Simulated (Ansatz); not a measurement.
Co, 2 atoms in the cell. The structure is hexagonal, space group P6_3/mmc (No. 194). The conventional cell has a = 2.472 Å, b = 2.472 Å, c = 4.021 Å, α = 90.00°, β = 90.00°, γ = 120.00°. Around Co (site symmetry -6m2) lie 12 Co at 2.47 Å. 

| Property | Result |
| --- | --- |
| Program | Ansatz 0.2.0 |
| Task | density of states |
| Functional | PBEsol |
| Potentials or basis | all-electron LAPW, scalar-relativistic |
| Cutoff | 315 eV (chosen from the basis error) |
| Basis error allowed | 0.001 eV/atom |
| k mesh | 12 × 12 × 7 |
| Occupations | fermi-dirac, width 0.05 eV |
| Spin | collinear spin, ferromagnetic start |
| Starting moments | [2.0, 2.0] μB |

Potentials or basis: all-electron LAPW, scalar-relativistic.

Command:

```sh
$ ansatz run input.yaml --threads 2 --pin off --max-ram 6144MiB --backend cpu --events-out ev --progress --plain --runs-dir out
```

Hardware: 2 threads of Intel(R) Xeon(R) Processor @ 2.50GHz (Skylake/Cascade Lake) (shared host).

Q: How long does it take, and how much memory?

A: Wall time 39 s on 2 threads of Intel(R) Xeon(R) Processor @ 2.50GHz (Skylake/Cascade Lake), on a shared host, peak memory 0.54 GiB. Counts: scf iterations 8, plane waves 287, k points 76, bands 23.
